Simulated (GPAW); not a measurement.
Something may be wrong with this GPAW 26.7.0 calculation of Yb.

File run.py:

```python
from ase.calculators.mixing import SumCalculator
from ase.dft.bandgap import bandgap
from ase.io import read, write
from ase.units import GPa
from dftd3.ase import DFTD3
from gpaw import GPAW, PW

atoms = read('POSCAR')
atoms.set_initial_magnetic_moments([0.41])

calc = GPAW(mode=PW(800),
            xc='GGA',
            kpts={'size': (4, 4, 4), 'gamma': True},
            occupations={'name': 'fermi-dirac', 'width': 0.05},
            nbands=24,
            convergence={'density': 1e-05, 'energy': 1e-05},
            maxiter=100,
            txt='gpaw.txt')
atoms.calc = SumCalculator([calc, DFTD3(method='r2scan', damping='d3bj')])
energy = atoms.get_potential_energy()
forces = atoms.get_forces()
stress = atoms.get_stress()
calc.write('gs.gpw')
write('result.traj', atoms)
print(f'Energy: {energy:.6f} eV')
print('Forces (eV/A):')
print(forces.round(4))
print('Stress (GPa):', (stress / GPa).round(3))
print('Moments:', calc.get_magnetic_moments().round(3))
print('Fermi level:', round(calc.get_fermi_level(), 4), 'eV')
print(f'Gap: {bandgap(calc)[0]:.4f} eV, direct: {bandgap(calc, direct=True)[0]:.4f} eV')
```

POSCAR

```
Yb
1.0
    0.0000000000      2.7431000000      2.7431000000
    2.7431000000      0.0000000000      2.7431000000
    2.7431000000      2.7431000000      0.0000000000
Yb
1
Direct
    0.0000000000      0.0000000000      0.0000000000
```

Potentials or basis: GPAW PAW data sets (gpaw-data 1.2.1), pw.

The run is started by

```bash
$ OMP_NUM_THREADS=1 python run.py
```

gpaw.txt:

```text
__  _  _
 | _ |_)|_||  |
 |__||  | ||/\| - 26.7.0

Input parameters:
  mode=PW(ecut=800.0),
  convergence={'density': 1e-05, 'energy': 1e-05},
  kpts=MonkhorstPack(size=(4, 4, 4), gamma=True),
  maxiter=100,
  nbands=24,
  occupations=Occupations(name='fermi-dirac', width=0.05),
  xc=XC(name='GGA')
```

On the terminal:

```text
Traceback (most recent call last):
  File "xc/libxc.py", line 62, in initialize
[... 27 lines left out ...]
  File "xc/libxc.py", line 64, in initialize
NameError: Unknown functional: GGA.
```

Task: How did it end, and where is the flaw?

Result: The program refused the input. The input holds a flaw that was put in on purpose: functional name that the code doesn't know (xc = GGA).
